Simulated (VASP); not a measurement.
Here is a VASP 6.6.1 calculation.

File run.py:

```python
from ase.calculators.vasp import Vasp
from ase.dft.bandgap import bandgap
from ase.spacegroup import crystal

atoms = crystal(
    ['Fe', 'Fe', 'Fe', 'Si'],
    basis=[[0.0, 0.0, 0.0], [0.0, 0.0, 0.5], [0.6666666667, 0.3333333333, 0.3209279], [0.3333333333, 0.6666666667, 0.18118304]],
    spacegroup=164,
    setting=1,
    cellpar=[3.89993924, 3.89993924, 4.81744308, 90.0, 90.0, 120.0],
    primitive_cell=True,
)
atoms.set_initial_magnetic_moments([3.0, 3.0, 3.0, 3.0, 0.0, 0.0])
calc = Vasp(
    directory='calc',
    xc='pbesol',
    pp='PBE',
    setups='minimal',
    prec='Accurate',
    encut=500,
    ediff=1e-06,
    ismear=0,
    sigma=0.05,
    lreal=False,
    lasph=True,
    nelm=100,
    algo='Fast',
    isif=2,
    lwave=False,
    lcharg=True,
    ispin=2,
    lorbit=11,
    lmaxmix=4,
    lelf=True,
    lvhar=True,
    kpts=[8, 8, 6],
    gamma=True,
    nbands=33,
)
atoms.calc = calc

print('energy (eV):', atoms.get_potential_energy())
print('free energy (eV):', atoms.get_potential_energy(force_consistent=True))
print('forces (eV/A):')
print(atoms.get_forces())
print('stress (eV/A^3, Voigt):', atoms.get_stress())
print('Fermi level (eV):', calc.get_fermi_level())
print('moment (muB):', atoms.get_magnetic_moment())
print('site moments (muB):', atoms.get_magnetic_moments())
gap, top, bottom = bandgap(calc)
print('band gap (eV):', gap, 'from (spin, k, band)', top, 'to', bottom)
```

Potentials or basis: VASP PAW PBE potentials, release 64 (Fe, Si).

Command:

```bash
$ python run.py
```

Estimate the pressure.

-3.9 GPa.

Estimate the band gap on the k mesh.

none (metal or under the smearing width).

Stress tensor (GPa, compression positive):
```
-3.43  0.00  0.00
 0.00 -3.43  0.00
 0.00  0.00 -4.81
```

Caveat: the PAW data sets were made with another functional, which shifts forces and pressure a little.
